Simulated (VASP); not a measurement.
# Si (P6_3/mmc) in VASP: single point with PBEsol

Aim: the single point of Si with PBEsol.

Program: VASP 6.6.1. These are calculated values, not measurements. Logs are shortened: lines on timing, memory, paths and dates and some standing lists are left out, and cuts for length are marked.

## (1) The structure

It takes space group P6_3/mmc (No. 194, hexagonal). The conventional cell has a = 3.825 Å, b = 3.825 Å, c = 6.324 Å, α = 90.00°, β = 90.00°, γ = 120.00°. Si (site symmetry 3m) is surrounded by 4 Si at 2.35 to 2.37 Å.

This isn't the form of Si at room conditions, which is diamond.

## (2) Single point, PBEsol

The input, INCAR:

```
  ALGO = Normal
  EDIFF = 1E-6
  ENCUT = 520
  GGA = PS
  ISIF = 2
  ISMEAR = 0
  LASPH = True
  LCHARG = True
  LELF = True
  LREAL = False
  LVHAR = True
  LWAVE = False
  NBANDS = 16
  NELM = 100
  PREC = Accurate
  SIGMA = 0.01
```

The input, KPOINTS:

```
k-points
0
Gamma
  12 12 6
```

The input, POSCAR:

```
Si
1.0
    3.8248883555      0.0000000000      0.0000000000
   -1.9124441778      3.3124504825      0.0000000000
    0.0000000000      0.0000000000      6.3243008766
Si
4
Direct
    0.3333333333      0.6666666667      0.0629975439
    0.6666666667      0.3333333333      0.5629975439
    0.3333333333      0.6666666667      0.4370024561
    0.6666666667      0.3333333333      0.9370024561
```

Potentials or basis: VASP PAW PBE potentials, release 64 (Si).

Run with:

```console
$ cat potpaw_PBE.64/Si/POTCAR > POTCAR
$ mpirun -np 1 vasp_std > vasp.out
```

OUTCAR:

```text
EDIFF = 1E-6
   ENCUT = 520
   GGA = PS
   ISIF = 2
   ISMEAR = 0
   LASPH = True
   LREAL = False
   NELM = 100
   PREC = Accurate

 ion  position               nearest neighbor table
   1  0.333  0.667  0.063-   4 2.35   4 2.35   4 2.35   3 2.37
   2  0.667  0.333  0.563-   3 2.35   3 2.35   3 2.35   4 2.37
   3  0.333  0.667  0.437-   2 2.35   2 2.35   2 2.35   1 2.37
   4  0.667  0.333  0.937-   1 2.35   1 2.35   1 2.35   2 2.37

  LATTYP: Found a hexagonal cell.
 ALAT       =     3.8248883555
 C/A-ratio  =     1.6534602553

  Lattice vectors:

 A1 = (   3.8248883555,   0.0000000000,   0.0000000000)
 A2 = (  -1.9124441778,   3.3124504825,   0.0000000000)
 A3 = (   0.0000000000,   0.0000000000,   6.3243008766)

Analysis of symmetry for initial positions (statically):
=====================================================================
 Subroutine PRICEL returns:
 Original cell was already a primitive cell.

 Routine SETGRP: Setting up the symmetry group for a
 hexagonal supercell.

 Subroutine GETGRP returns: Found 24 space group operations
 (whereof 12 operations were pure point group operations)
 out of a pool of 24 trial point group operations.

The static configuration has the point symmetry D_3d.
 The point group associated with its full space group is D_6h.

Analysis of symmetry for dynamics (positions and initial velocities):
=====================================================================
 Subroutine PRICEL returns:
 Original cell was already a primitive cell.

 Routine SETGRP: Setting up the symmetry group for a
 hexagonal supercell.

 Subroutine GETGRP returns: Found 24 space group operations
 (whereof 12 operations were pure point group operations)
 out of a pool of 24 trial point group operations.

The dynamic configuration has the point symmetry D_3d.
 The point group associated with its full space group is D_6h.

 Subroutine INISYM returns: Found 24 space group operations
 (whereof 12 operations are pure point group operations),
 and found     1 'primitive' translations

----------------------------------------------------------------------------------------

                                     Primitive cell

  volume of cell :      80.1273

  direct lattice vectors                    reciprocal lattice vectors
     3.824888356  0.000000000  0.000000000     0.261445540  0.150945653  0.000000000
    -1.912444178  3.312450483  0.000000000     0.000000000  0.301891305  0.000000000
     0.000000000  0.000000000  6.324300877     0.000000000  0.000000000  0.158120244

  length of vectors
     3.824888356  3.824888356  6.324300877     0.301891305  0.301891305  0.158120244

  position of ions in fractional coordinates (direct lattice)
     0.333333333  0.666666667  0.062997544
     0.666666667  0.333333333  0.562997544
     0.333333333  0.666666667  0.437002456
     0.666666667  0.333333333  0.937002456

  ion indices of the primitive-cell ions
   primitive index   ion index
                 1           1
                 2           2
                 3           3
                 4           4

----------------------------------------------------------------------------------------

 KPOINTS: k-points

Automatic generation of k-mesh.
 Grid dimensions read from file:
 generate k-points for:   12   12    6

 Generating k-lattice:

  Cartesian coordinates                     Fractional coordinates (reciprocal lattice)
     0.021787128  0.012578804  0.000000000     0.083333333  0.000000000  0.000000000
     0.000000000  0.025157609  0.000000000     0.000000000  0.083333333  0.000000000
     0.000000000  0.000000000  0.026353374     0.000000000  0.000000000  0.166666667

  Length of vectors
     0.025157609  0.025157609  0.026353374

  Shift w.r.t. Gamma in fractional coordinates (k-lattice)
     0.000000000  0.000000000  0.000000000

 Subroutine IBZKPT returns following result:
 ===========================================

 Found     76 irreducible k-points:

 Following reciprocal coordinates:
            Coordinates               Weight
  0.000000  0.000000  0.000000      1.000000
  0.083333 -0.000000  0.000000      6.000000
  0.166667 -0.000000  0.000000      6.000000
  0.250000  0.000000  0.000000      6.000000
  0.333333  0.000000  0.000000      6.000000
  0.416667  0.000000  0.000000      6.000000
[... 16 lines left out ...]
  0.250000  0.000000  0.166667     12.000000
  0.333333  0.000000  0.166667     12.000000
 [... further k-points ...]
   k-points           NKPTS =     76   k-points in BZ     NKDIM =     76   number of bands    NBANDS=     16
   number of dos      NEDOS =    301   number of ions     NIONS =      4
   total plane-waves  NPLWV =  37632
   dimension x,y,z NGX =    28 NGY =   28 NGZ =   48
   dimension x,y,z NGXF=    56 NGYF=   56 NGZF=   96
   ions per type =               4
   NGX,Y,Z   is equivalent  to a cutoff of  12.17, 12.17, 12.62 a.u.
   NGXF,Y,Z  is equivalent  to a cutoff of  24.34, 24.34, 25.24 a.u.
 SYSTEM =  unknown system
   PREC   = accura    normal or accurate (medium, high low for compatibility)
   ISTART =      0    job   : 0-new  1-cont  2-samecut
   ICHARG =      2    charge: 1-file 2-atom 10-const
   ISPIN  =      1    spin polarized calculation?
   LNONCOLLINEAR =      F non collinear calculations
   LSORBIT =      F    spin-orbit coupling
   LASPH  =      T    aspherical Exc in radial PAW
   ENCUT  =  520.0 eV  38.22 Ry    6.18 a.u.   7.11  7.11 11.76*2*pi/ulx,y,z
   NELM   =    100;   NELMIN=  2; NELMDL= -5     # of ELM steps
   EDIFF  = 0.1E-05   stopping-criterion for ELM
   LREAL  =      F    real-space projection
   EDIFFG = 0.1E-04   stopping-criterion for IOM
   NSW    =      0    number of steps for IOM
   IBRION =     -1    ionic relax: 0-MD 1-quasi-New 2-CG
   NFREE  =      0    steps in history (QN), initial steepest desc. (CG)
   ISIF   =      2    stress and relaxation
   ISYM   =      2    0-nonsym 1-usesym 2-fastsym
   POTIM  = 0.5000    time-step for ionic-motion
   TEBEG  =    0.0;   TEEND  =   0.0 temperature during run
   PSTRESS=    0.0 pullay stress
   NELECT =      16.0000    total number of electrons
   NUPDOWN=      -1.0000    fix difference up-down
   EMIN   =  10.00;   EMAX   =-10.00  energy-range for DOS
   EFERMI =   0.00;   METHOD = LEGACY
   ISMEAR =     0;   SIGMA  =   0.01  broadening in eV -4-tet -1-fermi 0-gaus
   EFERMI_NEDOS =   21; number of points for ismear=-14 and -15
   IALGO  =     38    algorithm
   IMIX   =      4    mixing-type and parameters
     AMIX     =   0.40;   BMIX     =  1.00
     AMIX_MAG =   1.60;   BMIX_MAG =  1.00
  volume/ion in A,a.u.               =      20.03       135.18
  Fermi-wavevector in a.u.,A,eV,Ry     =   0.956874  1.808229 12.457592  0.915607
  Thomas-Fermi vector in A             =   2.085841
   LORBIT       =      0    0 simple, 1 ext, 2 COOP (PROOUT), +10 PAW based schemes
   GGA     = PS    functional components
   LHFCALC =     F    Hartree Fock is set to
   AEXX    =    0.0000 exact exchange contribution
   IVDW    =     0    specifies the selected vdW correction
   LEPSILON=     F    determine dielectric tensor
   LRPA    =     F    only Hartree local field effects (RPA)
 non-spin polarized calculation
 Gauss-broadening in eV      SIGMA  =   0.01
  energy-cutoff  :      520.00
  volume of cell :       80.13
 maximum number of plane-waves:      2187
   NGX = 15   NGY = 15   NGZ = 23

 number of electron      15.9999999 magnetization

 Free energy of the ion-electron system (eV)
  ---------------------------------------------------
  ext. energy  EPLUGINS =         0.00000000
  ---------------------------------------------------
  free energy    TOTEN  =       -22.94861006 eV

  energy without entropy =      -22.94861006  energy(sigma->0) =      -22.94861006

 E-fermi :   6.0992     XC(G=0):  -9.5468

 val. band max:        6.0442909568   @ k =   0.0000   0.0000   0.0000
 cond. band min:       6.3334563100   @ k =   0.5000   0.0000   0.0000
 fundamental gap:      0.2891653532
 Fermi energy:         6.0991980286

 k-point     1 :       0.0000    0.0000    0.0000
  band No.  band energies     occupation
      1      -6.2172      2.00000
      2      -3.9070      2.00000
      3      -1.2455      2.00000
      4       4.5095      2.00000
      5       4.5095      2.00000
      6       5.6847      2.00000
[... 8 lines left out ...]
     15      10.1730      0.00000
     16      11.9018      0.00000

 k-point     2 :       0.0833   -0.0000    0.0000
  band No.  band energies     occupation
      1      -6.1357      2.00000
      2      -3.8240      2.00000
      3      -1.1996      2.00000
      4       3.8056      2.00000
      5       4.3359      2.00000
      6       5.4189      2.00000
[... 8 lines left out ...]
     15      10.4873      0.00000
     16      11.3711      0.00000

 k-point     3 :       0.1667   -0.0000    0.0000
  band No.  band energies     occupation
      1      -5.8932      2.00000
      2      -3.5765      2.00000
      3      -1.0887      2.00000
      4       2.6011      2.00000
      5       3.9527      2.00000
      6       4.1865      2.00000
[... 8 lines left out ...]
     15      11.3138      0.00000
     16      11.7274      0.00000

 k-point     4 :       0.2500    0.0000    0.0000
  band No.  band energies     occupation
      1      -5.4972      2.00000
      2      -3.1708      2.00000
      3      -1.0360      2.00000
      4       1.5475      2.00000
      5       2.8692      2.00000
      6       3.5506      2.00000
[... 8 lines left out ...]
     15      12.0181      0.00000
     16      12.4699      0.00000

 k-point     5 :       0.3333    0.0000    0.0000
  band No.  band energies     occupation
      1      -4.9675      2.00000
      2      -2.6238      2.00000
      3      -1.3424      2.00000
      4       1.0523      2.00000
      5       1.6276      2.00000
      6       3.2269      2.00000
[... 8 lines left out ...]
     15      12.9410      0.00000
     16      13.0871      0.00000

 k-point     6 :       0.4167    0.0000    0.0000
  band No.  band energies     occupation
      1      -4.3691      2.00000
      2      -2.0164      2.00000
      3      -1.9957      2.00000
      4       0.5700      2.00000
      5       1.1502      2.00000
      6       3.0220      2.00000
[... 8 lines left out ...]
     15      12.5202      0.00000
     16      13.8633      0.00000
[... 267 lines left out ...]
 k-point    21 :       0.0833   -0.0000    0.1667
  band No.  band energies     occupation
      1      -6.0454      2.00000
      2      -4.1551      2.00000
      3      -0.7018      2.00000
      4       3.8845      2.00000
      5       4.4070      2.00000
      6       4.6468      2.00000
[... 8 lines left out ...]
     15      10.3909      0.00000
     16      11.7570      0.00000

 k-point    22 :       0.1667   -0.0000    0.1667
  band No.  band energies     occupation
      1      -5.8031      2.00000
      2      -3.9127      2.00000
      3      -0.6007      2.00000
      4       2.6979      2.00000
      5       3.7665      2.00000
      6       4.0255      2.00000
[... 8 lines left out ...]
     15      11.1160      0.00000
     16      11.6628      0.00000

 k-point    23 :       0.2500    0.0000    0.1667
  band No.  band energies     occupation
      1      -5.4078      2.00000
      2      -3.5188      2.00000
      3      -0.5939      2.00000
      4       1.7000      2.00000
      5       2.5316      2.00000
      6       3.6246      2.00000
[... 8 lines left out ...]
     15      12.0825      0.00000
     16      12.3234      0.00000

 k-point    24 :       0.3333    0.0000    0.1667
  band No.  band energies     occupation
      1      -4.8794      2.00000
      2      -3.0026      2.00000
      3      -1.0046      2.00000
      4       1.2804      2.00000
      5       1.3781      2.00000
      6       3.3015      2.00000
[... 8 lines left out ...]
     15      13.1306      0.00000
     16      13.1630      0.00000

 [... further k-points ...]

------------------------ aborting loop because EDIFF is reached ----------------------------------------

  FORCE on cell =-STRESS in cart. coord.  units (eV):
  Direction    XX          YY          ZZ          XY          YZ          ZX
  --------------------------------------------------------------------------------------
  -------------------------------------------------------------------------------------
  Total        0.0552311      0.0552311      0.0575608     -0.0000000      0.0000000      0.0000000
  in kB        1.1043665      1.1043665      1.1509504     -0.0000000      0.0000000      0.0000000
  external PRESSURE =       1.1198945 kB  Pullay stress =       0.0000000 kB

 VOLUME and BASIS-vectors are now :
 -----------------------------------------------------------------------------
  energy-cutoff  :      520.00
  volume of cell :       80.13
      direct lattice vectors                 reciprocal lattice vectors
     3.824888356  0.000000000  0.000000000     0.261445540  0.150945653  0.000000000
    -1.912444178  3.312450483  0.000000000     0.000000000  0.301891305  0.000000000
     0.000000000  0.000000000  6.324300877     0.000000000  0.000000000  0.158120244

 POSITION                                       TOTAL-FORCE (eV/Angst)
 -----------------------------------------------------------------------------------
     -0.00000      2.20830      0.39842        -0.000000      0.000000      0.001636
      1.91244      1.10415      3.56057         0.000000     -0.000000      0.001636
     -0.00000      2.20830      2.76374        -0.000000      0.000000     -0.001636
      1.91244      1.10415      5.92589         0.000000     -0.000000     -0.001636
 -----------------------------------------------------------------------------------
    total drift:                               -0.000000      0.000000     -0.000000

  FREE ENERGIE OF THE ION-ELECTRON SYSTEM (eV)
  ---------------------------------------------------
  free  energy   TOTEN  =       -22.9486100619 eV

  energy  without entropy=      -22.9486100619  energy(sigma->0) =      -22.94861006
```

Run time: 36 s. Hardware: 1 thread of Intel Xeon 6975P-C (Granite Rapids), shared host; peak memory 0.21 GiB.

Results:

```yaml
Free_energy: -22.9486 eV
Pressure: 0.1 GPa
Band_gap_on_the_k_mesh: 0.29 eV, indirect (least direct gap 0.97 eV)
```

Caveat: the PAW data sets were made with another functional, which shifts forces and pressure a little.
